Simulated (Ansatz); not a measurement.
# ZnO: the cost of one run

Method: DFT r2SCAN, scalar-relativistic, plane waves, PAW, in Ansatz 0.2.0.

2 further runs of the same task are left out: 2 set aside as unsound or not needed.

## 1. The starting structure

The structure is hexagonal, space group P6_3mc (No. 186). The conventional cell has a = 3.235 Å, b = 3.235 Å, c = 5.212 Å, α = 90.00°, β = 90.00°, γ = 120.00°. Zn (site symmetry 3m) has 4 O at 1.97 to 1.98 Å in its first shell of neighbours. Around O (site symmetry 3m) lie 4 Zn at 1.97 to 1.98 Å.

As a file:

```
Zn O
1.0
     3.23487    0.00000    0.00000
    -1.61743    2.80148    0.00000
     0.00000    0.00000    5.21231
Zn O
2 2
Direct
  0.66667 0.33333 0.50043
  0.33333 0.66667 0.00043
  0.66667 0.33333 0.87988
  0.33333 0.66667 0.37988
```

It goes back to an entry of the Materials Project.

This cell was relaxed beforehand with the same method: volume 11.81 Å³/atom, gap on the mesh 1.24 eV.

The unstrained cell was computed beforehand with the same settings: E(σ→0) = -7789.8530 eV for 4 atoms, gap 1.24 eV over the zone.

## 2. Strain -2.0 %

Input file input.yaml:

```yaml
crystal:
  lattice:
    - [3.2510435614, 0.0, 0.0]
    - [-1.6255217807, 2.8154863129, 0.0]
    - [0.0, 0.0, 5.1080653075]
  atoms:
    - { symbol: Zn, position: [0.6666666667, 0.3333333333, 0.5004294475] }
    - { symbol: Zn, position: [0.3333333333, 0.6666666667, 0.0004294475] }
    - { symbol: O, position: [0.6666666667, 0.3333333333, 0.8798805525] }
    - { symbol: O, position: [0.3333333333, 0.6666666667, 0.3798805525] }
basis:
  ecutwfc: 500
kpoints:
  mp_grid: { grid: [12, 12, 6] }
hamiltonian:
  xc: r2scan
scf:
  occupations: { method: gaussian, width: 0.02 }
output:
  forces: true
  stress: true
  eigenvalues: true
relax:
  adjacent_minimum: "off"
  f_tol: 0.008
  max_steps: 40
  cell: { stress_tol: 0.015, fix: [c, angles] }
```

The run is started by

```sh
$ ansatz run input.yaml --threads 1 --pin off --max-ram 2560MiB --backend cpu --events-out ev --progress --plain --runs-dir out
```

**Question.** How long does this run take on 1 thread of Intel Xeon at 2.50GHz (Skylake/Cascade Lake), shared host, and how much memory does it need?

About 5.5 min, with a peak of 0.64 GiB.
